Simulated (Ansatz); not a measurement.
# ZrB2: the cost of one run

Method: DFT PBE, scalar-relativistic, plane waves, PAW, in Ansatz 0.2.0.

## (1) The system as given

It takes space group R-3m (No. 166, trigonal). Conventional cell: a = 3.981 Å, b = 3.981 Å, c = 16.091 Å, α = 90.00°, β = 90.00°, γ = 120.00°. Zr (site symmetry 3m) has 10 B at 2.31 to 2.70 Å as nearest neighbours. B (site symmetry -3m) is surrounded by 6 B at 2.53 Å and 6 Zr at 2.62 Å. Around B (site symmetry -3m) lie 2 B at 1.62 Å. B (site symmetry 3m) has 1 B at 1.62 Å and 4 Zr at 2.31 to 2.32 Å as nearest neighbours.

Structure file:

```xyz
6
Lattice="1.9905 1.1492 5.3636 -1.9905 1.1492 5.3636 0.0000 -2.2984 5.3636" Properties=species:S:1:pos:R:3 pbc="T T T"
Zr    0.0000    0.0000    3.9418
Zr    0.0000    0.0000   12.1489
B     0.0000    0.0000    8.0454
B     0.0000    0.0000    0.0000
B     0.0000    0.0000    1.6177
B     0.0000    0.0000   14.4730
```

The cell was relaxed beforehand at this level, from a generated guess; it is a trial structure. At a tolerance of 0.05 Å it has space group R-3m (No. 166); it has 12.27 Å³/atom, an uncorrected energy of +0.11 eV/atom over the elements.

## (2) Electronic structure at the relaxed geometry

input.yaml

```yaml
crystal:
  lattice:
    - [1.9904796288, 1.1492039495, 5.3635697311]
    - [-1.9904796288, 1.1492039495, 5.3635697311]
    - [0.0, -2.298407899, 5.363569731]
  atoms:
    - { symbol: Zr, position: [0.2449743596, 0.2449743596, 0.2449743596] }
    - { symbol: Zr, position: [0.7550256404, 0.7550256404, 0.7550256404] }
    - { symbol: B, position: [0.5, 0.5, 0.5] }
    - { symbol: B, position: [0.0, 0.0, 0.0] }
    - { symbol: B, position: [0.1005386766, 0.1005386766, 0.1005386766] }
    - { symbol: B, position: [0.8994613234, 0.8994613234, 0.8994613234] }
basis:
  ecutwfc: 420
kpoints:
  mp_grid: { grid: [12, 12, 12] }
  band_path:
    path:
      - [[0.0, 0.0, 0.0], [0.5, 0.5, 0.5], [0.80272814, 0.19727186, 0.5]]
      - [[0.5, -0.19727186, 0.19727186], [0.5, 0.0, 0.0], [0.0, 0.0, 0.0], [0.34863593, -0.34863593, 0.0]]
      - [[0.65136407, 0.0, 0.34863593], [0.5, 0.0, 0.5], [0.0, 0.0, 0.0]]
    npoints: 14
hamiltonian:
  xc: pbe
scf:
  occupations: { method: gaussian, width: 0.1 }
  n_extra_bands: 15
output:
  forces: true
  stress: true
  eigenvalues: true
  populations: true
  dos: { projected: true, de: 0.02, nscf_kmesh: { grid: [15, 15, 15] } }
  bader: true
  write_density: true
  write_potential: true
  elf: true
  volumetric_format: npy
```

Launch:

```console
$ ansatz run input.yaml --threads 1 --pin off --max-ram 2560MiB --backend cpu --events-out ev --progress --plain --runs-dir out
```

Q: Estimate wall time and peak memory on 1 thread of AMD EPYC 9R45 (Zen 5), shared host.

About 54 s, with a peak of 0.82 GiB.
